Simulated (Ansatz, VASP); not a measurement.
This is a calculation of Ni for VASP 6.6.1.

INCAR

```
SYSTEM = Ni
ALGO = Normal
EDIFF = 1E-7
EDIFFG = -0.01
ENCUT = 600
GGA = RE
IBRION = 2
ISIF = 3
ISMEAR = -1
ISPIN = 2
IVDW = 13
LASPH = .True.
LCHARG = .False.
LMAXMIX = 4
LORBIT = 11
LREAL = .False.
LWAVE = .False.
MAGMOM = 1
NELM = 100
NSW = 60
PREC = Accurate
SIGMA = 0.05
```

File KPOINTS:

```
k-points
0
Gamma
  13 13 13
  0 0 0
```

File POSCAR:

```
Ni
1.0
    0.0000000000      1.7375729330      1.7375729330
    1.7375729330      0.0000000000      1.7375729330
    1.7375729330      1.7375729330      0.0000000000
Ni
1
Direct
    0.0000000000      0.0000000000      0.0000000000
```

Potentials or basis: VASP PAW PBE potentials, release 64 (Ni).

Launch:

```bash
$ cat potpaw_PBE.64/Ni/POTCAR > POTCAR
$ mpirun -np 1 vasp_std > vasp.out
```

Question: Translate it to Ansatz 0.2.0. Potentials there: Ansatz PAW.

Answer: As run (the cutoff follows the program's own potentials):

The input input.yaml:

```yaml
crystal:
  lattice:
    - [0.0, 1.737572933, 1.737572933]
    - [1.737572933, 0.0, 1.737572933]
    - [1.737572933, 1.737572933, 0.0]
  atoms:
    - { symbol: Ni, position: [0.0, 0.0, 0.0], spin: 1.0 }
hamiltonian:
  xc: revpbe
  pseudopotentials: { kind: paw }
  dispersion: d4
magnetization:
  spin_polarized: true
kpoints:
  mp_grid: { grid: [13, 13, 13] }
scf:
  occupations: { method: fermi_dirac, width: 0.05 }
output:
  forces: true
  stress: true
relax:
  f_tol: 0.01
  max_steps: 40
  cell: { stress_tol: 0.05 }
```

Potentials or basis: Ansatz PAW.

Command:

```sh
$ ansatz run input.yaml --threads 2 --pin off --max-ram 5632MiB --backend cpu --events-out ev --progress --plain --runs-dir out
```

Both were run:

|  | VASP | Ansatz | Ansatz less VASP |
| --- | --- | --- | --- |
| net moment per atom (μB) | 0.62 | 0.63 | +0.007 |
| size of the moment on the site where the two differ most (μB) | 0.63 | 0.67 | +0.037 |
| relaxed volume (Å³/atom) | 10.49 | 10.50 | +0.009 |
| relaxed cell length with the largest relative difference (Å) | 2.457 | 2.458 | +0.0007 |

Site moments also hang on the region over which each program counts them. The two sets of potentials don't hold the same shells in valence.

Caveats: the relaxation stopped at its first step, so nothing moved (VASP); the PAW data sets were made with another functional, which shifts forces and pressure a little (VASP); pairwise dispersion overbinds metals, which lowers pressure and volume (VASP); the PAW data sets come from PBE, with cores solved anew for the run's functional, which leaves a small shift of forces and pressure (Ansatz).
